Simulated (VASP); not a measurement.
# Si (P6_3/mmc) in VASP: relaxation of cell and atoms with PBE

Aim: the relaxation of cell and atoms of Si with PBE.

All numbers are computed with VASP 6.6.1; they aren't measurements. Logs are shortened: lines on timing, memory, paths and dates and some standing lists are left out, and cuts for length are marked.

**1. The structure**

Symmetry: P6_3/mmc, No. 194, hexagonal system. The conventional cell has a = 3.857 Å, b = 3.857 Å, c = 6.347 Å, α = 90.00°, β = 90.00°, γ = 120.00°. Si (site symmetry 3m) has 4 Si at 2.36 to 2.38 Å as nearest neighbours.

This isn't the form of Si at room conditions, which is diamond.

**2. Relaxation of cell and atoms, PBE**

INCAR reads:

```
  PREC = Accurate
  ENCUT = 300
  EDIFF = 1E-7
  ISMEAR = 0
  SIGMA = 0.03
  LREAL = False
  LASPH = True
  NELM = 80
  ALGO = Normal
  ISIF = 3
  LWAVE = False
  LCHARG = False
  GGA = PE
  IBRION = 2
  NSW = 90
  EDIFFG = -0.005
```

KPOINTS reads:

```
regular mesh
0
Gamma
  5 5 2
```

POSCAR reads:

```
Si                                      
1.0
    3.8565260858     -0.0000000000      0.0000000000
   -1.9282630429      3.3398495607     -0.0000000000
   -0.0000000000      0.0000000000      6.3465610763
  Si            
     4
Direct
     0.3333333300000021    0.6666666699999979    0.0623737452654780
     0.6666666699999979    0.3333333300000021    0.5623737452654781
     0.3333333300000021    0.6666666699999979    0.4376262547345219
     0.6666666699999979    0.3333333300000021    0.9376262547345219
```

Potentials or basis: VASP PAW PBE potentials, release 64 (Si).

On the command line:

```console
$ cat potpaw_PBE.64/Si/POTCAR > POTCAR
$ mpirun -np 1 vasp_std > vasp.out
```

OUTCAR:

```text
PREC = Accurate
   ENCUT = 300
   EDIFF = 1E-7
   ISMEAR = 0
   LREAL = False
   LASPH = True
   NELM = 80
   ISIF = 3
   GGA = PE
   IBRION = 2
   NSW = 90
   EDIFFG = -0.005

 ion  position               nearest neighbor table
   1  0.333  0.667  0.062-   4 2.36   4 2.36   4 2.36   3 2.38
   2  0.667  0.333  0.562-   3 2.36   3 2.36   3 2.36   4 2.38
   3  0.333  0.667  0.438-   2 2.36   2 2.36   2 2.36   1 2.38
   4  0.667  0.333  0.938-   1 2.36   1 2.36   1 2.36   2 2.38

  LATTYP: Found a hexagonal cell.
 ALAT       =     3.8565260858
 C/A-ratio  =     1.6456678718

  Lattice vectors:

 A1 = (   3.8565260858,   0.0000000000,   0.0000000000)
 A2 = (  -1.9282630429,   3.3398495607,   0.0000000000)
 A3 = (   0.0000000000,   0.0000000000,   6.3465610763)

Analysis of symmetry for initial positions (statically):
=====================================================================
 Subroutine PRICEL returns:
 Original cell was already a primitive cell.

 Routine SETGRP: Setting up the symmetry group for a
 hexagonal supercell.

 Subroutine GETGRP returns: Found 24 space group operations
 (whereof 12 operations were pure point group operations)
 out of a pool of 24 trial point group operations.

The static configuration has the point symmetry D_3d.
 The point group associated with its full space group is D_6h.

Analysis of symmetry for dynamics (positions and initial velocities):
=====================================================================
 Subroutine PRICEL returns:
 Original cell was already a primitive cell.

 Routine SETGRP: Setting up the symmetry group for a
 hexagonal supercell.

 Subroutine GETGRP returns: Found 24 space group operations
 (whereof 12 operations were pure point group operations)
 out of a pool of 24 trial point group operations.

The dynamic configuration has the point symmetry D_3d.
 The point group associated with its full space group is D_6h.

 Subroutine INISYM returns: Found 24 space group operations
 (whereof 12 operations are pure point group operations),
 and found     1 'primitive' translations

----------------------------------------------------------------------------------------

                                     Primitive cell

  volume of cell :      81.7451

  direct lattice vectors                    reciprocal lattice vectors
     3.856526086  0.000000000  0.000000000     0.259300722  0.149707342  0.000000000
    -1.928263043  3.339849561  0.000000000     0.000000000  0.299414684  0.000000000
     0.000000000  0.000000000  6.346561076     0.000000000  0.000000000  0.157565647

  length of vectors
     3.856526086  3.856526086  6.346561076     0.299414684  0.299414684  0.157565647

  position of ions in fractional coordinates (direct lattice)
     0.333333330  0.666666670  0.062373745
     0.666666670  0.333333330  0.562373745
     0.333333330  0.666666670  0.437626255
     0.666666670  0.333333330  0.937626255

  ion indices of the primitive-cell ions
   primitive index   ion index
                 1           1
                 2           2
                 3           3
                 4           4

----------------------------------------------------------------------------------------

 KPOINTS: regular mesh

Automatic generation of k-mesh.
 Grid dimensions read from file:
 generate k-points for:    5    5    2

 Generating k-lattice:

  Cartesian coordinates                     Fractional coordinates (reciprocal lattice)
     0.051860144  0.029941468  0.000000000     0.200000000  0.000000000  0.000000000
     0.000000000  0.059882937  0.000000000     0.000000000  0.200000000  0.000000000
     0.000000000  0.000000000  0.078782823     0.000000000  0.000000000  0.500000000

  Length of vectors
     0.059882937  0.059882937  0.078782823

  Shift w.r.t. Gamma in fractional coordinates (k-lattice)
     0.000000000  0.000000000  0.000000000

 Subroutine IBZKPT returns following result:
 ===========================================

 Found     10 irreducible k-points:

 Following reciprocal coordinates:
            Coordinates               Weight
  0.000000  0.000000  0.000000      1.000000
  0.200000  0.000000  0.000000      6.000000
  0.400000  0.000000  0.000000      6.000000
  0.200000  0.200000  0.000000      6.000000
  0.400000  0.200000  0.000000      6.000000
  0.000000  0.000000  0.500000      1.000000
  0.200000  0.000000  0.500000      6.000000
  0.400000  0.000000  0.500000      6.000000
  0.200000  0.200000  0.500000      6.000000
  0.400000  0.200000  0.500000      6.000000
   k-points           NKPTS =     10   k-points in BZ     NKDIM =     10   number of bands    NBANDS=     12
   number of dos      NEDOS =    301   number of ions     NIONS =      4
   total plane-waves  NPLWV =  20736
   dimension x,y,z NGX =    24 NGY =   24 NGZ =   36
   dimension x,y,z NGXF=    48 NGYF=   48 NGZF=   72
   ions per type =               4
   NGX,Y,Z   is equivalent  to a cutoff of  10.35, 10.35,  9.43 a.u.
   NGXF,Y,Z  is equivalent  to a cutoff of  20.69, 20.69, 18.86 a.u.
 SYSTEM =  unknown system
   PREC   = accura    normal or accurate (medium, high low for compatibility)
   ISTART =      0    job   : 0-new  1-cont  2-samecut
   ICHARG =      2    charge: 1-file 2-atom 10-const
   ISPIN  =      1    spin polarized calculation?
   LNONCOLLINEAR =      F non collinear calculations
   LSORBIT =      F    spin-orbit coupling
   LASPH  =      T    aspherical Exc in radial PAW
   ENCUT  =  300.0 eV  22.05 Ry    4.70 a.u.   5.45  5.45  8.96*2*pi/ulx,y,z
   NELM   =     80;   NELMIN=  2; NELMDL= -5     # of ELM steps
   EDIFF  = 0.1E-06   stopping-criterion for ELM
   LREAL  =      F    real-space projection
   EDIFFG = -.5E-02   stopping-criterion for IOM
   NSW    =     90    number of steps for IOM
   IBRION =      2    ionic relax: 0-MD 1-quasi-New 2-CG
   NFREE  =      1    steps in history (QN), initial steepest desc. (CG)
   ISIF   =      3    stress and relaxation
   ISYM   =      2    0-nonsym 1-usesym 2-fastsym
   POTIM  = 0.5000    time-step for ionic-motion
   TEBEG  =    0.0;   TEEND  =   0.0 temperature during run
   PSTRESS=    0.0 pullay stress
   NELECT =      16.0000    total number of electrons
   NUPDOWN=      -1.0000    fix difference up-down
   EMIN   =  10.00;   EMAX   =-10.00  energy-range for DOS
   EFERMI =   0.00;   METHOD = LEGACY
   ISMEAR =     0;   SIGMA  =   0.03  broadening in eV -4-tet -1-fermi 0-gaus
   EFERMI_NEDOS =   21; number of points for ismear=-14 and -15
   IALGO  =     38    algorithm
   IMIX   =      4    mixing-type and parameters
     AMIX     =   0.40;   BMIX     =  1.00
     AMIX_MAG =   1.60;   BMIX_MAG =  1.00
  volume/ion in A,a.u.               =      20.44       137.91
  Fermi-wavevector in a.u.,A,eV,Ry     =   0.950519  1.796221 12.292686  0.903487
  Thomas-Fermi vector in A             =   2.078904
   LORBIT       =      0    0 simple, 1 ext, 2 COOP (PROOUT), +10 PAW based schemes
   GGA     = PE    functional components
   LHFCALC =     F    Hartree Fock is set to
   AEXX    =    0.0000 exact exchange contribution
   IVDW    =     0    specifies the selected vdW correction
   LEPSILON=     F    determine dielectric tensor
   LRPA    =     F    only Hartree local field effects (RPA)
 conjugate gradient relaxation of ions
 non-spin polarized calculation
 Gauss-broadening in eV      SIGMA  =   0.03
  energy-cutoff  :      300.00
  volume of cell :       81.75
 maximum number of plane-waves:       989
 NGX is ok and might be reduce to    24
   NGX = 11   NGY = 11   NGZ = 17

 number of electron      16.0000002 magnetization

 Free energy of the ion-electron system (eV)
  ---------------------------------------------------
  ext. energy  EPLUGINS =         0.00000000
  ---------------------------------------------------
  free energy    TOTEN  =       -21.59375897 eV

  energy without entropy =      -21.59375897  energy(sigma->0) =      -21.59375897

 E-fermi :   6.0340     XC(G=0):  -9.3182

 val. band max:        5.8593728717   @ k =   0.0000   0.0000   0.0000
 cond. band min:       6.4213691412   @ k =   0.4000   0.0000   0.0000
 fundamental gap:      0.5619962696
 Fermi energy:         6.0340270612

 k-point     1 :       0.0000    0.0000    0.0000
  band No.  band energies     occupation
      1      -6.2049      2.00000
      2      -3.9426      2.00000
      3      -1.2348      2.00000
      4       4.3526      2.00000
      5       4.3526      2.00000
      6       5.5817      2.00000
      7       5.8594      2.00000
      8       5.8594      2.00000
      9       6.8098      0.00000
     10       7.8754      0.00000
     11       7.8754      0.00000
     12       8.2534      0.00000

 k-point     2 :       0.2000    0.0000    0.0000
  band No.  band energies     occupation
      1      -5.7514      2.00000
      2      -3.4784      2.00000
      3      -1.0720      2.00000
      4       2.0651      2.00000
      5       3.4935      2.00000
      6       3.6597      2.00000
      7       4.8857      2.00000
      8       5.2226      2.00000
      9       7.0962      0.00000
     10       8.6834      0.00000
     11       8.8587      0.00000
     12       9.1160      0.00000

 k-point     3 :       0.4000    0.0000    0.0000
  band No.  band energies     occupation
      1      -4.5214      2.00000
      2      -2.1987      2.00000
      3      -1.9488      2.00000
      4       0.6525      2.00000
      5       1.1122      2.00000
      6       2.9463      2.00000
      7       3.3630      2.00000
      8       4.5436      2.00000
      9       6.4214      0.00000
     10       8.3132      0.00000
     11       9.0169      0.00000
     12       9.0650      0.00000

 k-point     4 :       0.2000    0.2000    0.0000
  band No.  band energies     occupation
      1      -4.8860      2.00000
      2      -2.5835      2.00000
      3      -1.4050      2.00000
      4       1.2969      2.00000
      5       1.5898      2.00000
      6       2.0177      2.00000
      7       3.8127      2.00000
      8       3.9713      2.00000
      9       7.8696      0.00000
     10       8.9020      0.00000
     11       9.4013      0.00000
     12       9.5071      0.00000

 k-point     5 :       0.4000    0.2000    0.0000
  band No.  band energies     occupation
      1      -3.7119      2.00000
      2      -2.6115      2.00000
      3      -1.3290      2.00000
      4      -0.1378      2.00000
      5       1.1378      2.00000
      6       1.9848      2.00000
      7       2.8141      2.00000
      8       3.1101      2.00000
      9       7.2129      0.00000
     10       8.7470      0.00000
     11      10.5197      0.00000
     12      10.7021      0.00000

 k-point     6 :       0.0000    0.0000    0.5000
  band No.  band energies     occupation
      1      -5.4223      2.00000
      2      -5.4223      2.00000
      3       1.7216      2.00000
      4       1.7216      2.00000
      5       4.9413      2.00000
      6       4.9413      2.00000
      7       4.9413      2.00000
      8       4.9413      2.00000
      9       7.5968      0.00000
     10       7.5968      0.00000
     11       8.8467      0.00000
     12       8.8467      0.00000

 k-point     7 :       0.2000    0.0000    0.5000
  band No.  band energies     occupation
      1      -4.9732      2.00000
      2      -4.9732      2.00000
      3       1.4274      2.00000
      4       1.4274      2.00000
      5       3.1867      2.00000
      6       3.1867      2.00000
      7       4.2746      2.00000
      8       4.2746      2.00000
      9       7.6730      0.00000
     10       7.6730      0.00000
     11       9.6971      0.00000
     12       9.6971      0.00000

 k-point     8 :       0.4000    0.0000    0.5000
  band No.  band energies     occupation
      1      -3.7806      2.00000
      2      -3.7806      2.00000
      3      -0.7302      2.00000
      4      -0.7302      2.00000
      5       3.3398      2.00000
      6       3.3398      2.00000
      7       3.5753      2.00000
      8       3.5753      2.00000
      9       6.8726      0.00000
     10       6.8726      0.00000
     11       7.9809      0.00000
     12       7.9809      0.00000

 k-point     9 :       0.2000    0.2000    0.5000
  band No.  band energies     occupation
      1      -4.1260      2.00000
      2      -4.1260      2.00000
      3       0.0656      2.00000
      4       0.0656      2.00000
      5       2.7268      2.00000
      6       2.7268      2.00000
      7       3.3569      2.00000
      8       3.3569      2.00000
      9       8.1528      0.00000
     10       8.1528      0.00000
     11       9.6099      0.00000
     12       9.6099      0.00000

 k-point    10 :       0.4000    0.2000    0.5000
  band No.  band energies     occupation
      1      -3.0859      2.00000
      2      -3.0859      2.00000
      3      -1.3441      2.00000
      4      -1.3441      2.00000
      5       1.9682      2.00000
      6       1.9682      2.00000
      7       3.8347      2.00000
      8       3.8347      2.00000
      9       7.4028      0.00000
     10       7.4028      0.00000
     11       9.3972      0.00000
     12       9.3972      0.00000

------------------------ aborting loop because EDIFF is reached ----------------------------------------

  FORCE on cell =-STRESS in cart. coord.  units (eV):
  Direction    XX          YY          ZZ          XY          YZ          ZX
  --------------------------------------------------------------------------------------
  -------------------------------------------------------------------------------------
  Total        0.0085940      0.0085940     -0.0003254      0.0000000      0.0000000      0.0000000
  in kB        0.1684406      0.1684406     -0.0063780      0.0000000      0.0000000      0.0000000
  external PRESSURE =       0.1101677 kB  Pullay stress =       0.0000000 kB

 VOLUME and BASIS-vectors are now :
 -----------------------------------------------------------------------------
  energy-cutoff  :      300.00
  volume of cell :       81.75
      direct lattice vectors                 reciprocal lattice vectors
     3.856526086  0.000000000  0.000000000     0.259300722  0.149707342  0.000000000
    -1.928263043  3.339849561  0.000000000     0.000000000  0.299414684  0.000000000
     0.000000000  0.000000000  6.346561076     0.000000000  0.000000000  0.157565647

 POSITION                                       TOTAL-FORCE (eV/Angst)
 -----------------------------------------------------------------------------------
     -0.00000      2.22657      0.39586        -0.000000      0.000000      0.000753
      1.92826      1.11328      3.56914         0.000000     -0.000000      0.000753
     -0.00000      2.22657      2.77742        -0.000000      0.000000     -0.000753
      1.92826      1.11328      5.95070         0.000000     -0.000000     -0.000753
 -----------------------------------------------------------------------------------
    total drift:                               -0.000001      0.000001     -0.000000

  FREE ENERGIE OF THE ION-ELECTRON SYSTEM (eV)
  ---------------------------------------------------
  free  energy   TOTEN  =       -21.5937589729 eV

  energy  without entropy=      -21.5937589729  energy(sigma->0) =      -21.59375897

 reached required accuracy - stopping structural energy minimisation
```

It took 3.3 s on 1 thread of Intel Xeon 6975P-C (Granite Rapids), shared host; peak memory 0.14 GiB.

Results:

| Property | Result |
| --- | --- |
| Free energy | -21.5938 eV |
| Pressure after relaxing | 0.0 GPa |
| Band gap on the k mesh | 0.56 eV, indirect (least direct gap 0.95 eV) |

Final structure:
```
Si
1.0
     3.85653    0.00000    0.00000
    -1.92826    3.33985    0.00000
     0.00000    0.00000    6.34656
Si
4
Direct
  0.33333 0.66667 0.06237
  0.66667 0.33333 0.56237
  0.33333 0.66667 0.43763
  0.66667 0.33333 0.93763
```

Caveat: the k mesh is coarse (spacing up to 0.50 Å⁻¹), so the values aren't converged; the cutoff is under 1.25 times the usual one of these potentials, so pressure, stress and relaxed cells hold a basis-set (Pulay) error; the relaxation stopped at its first step, so nothing moved; an odd mesh through Γ misses points on the zone boundary, where band edges often lie.
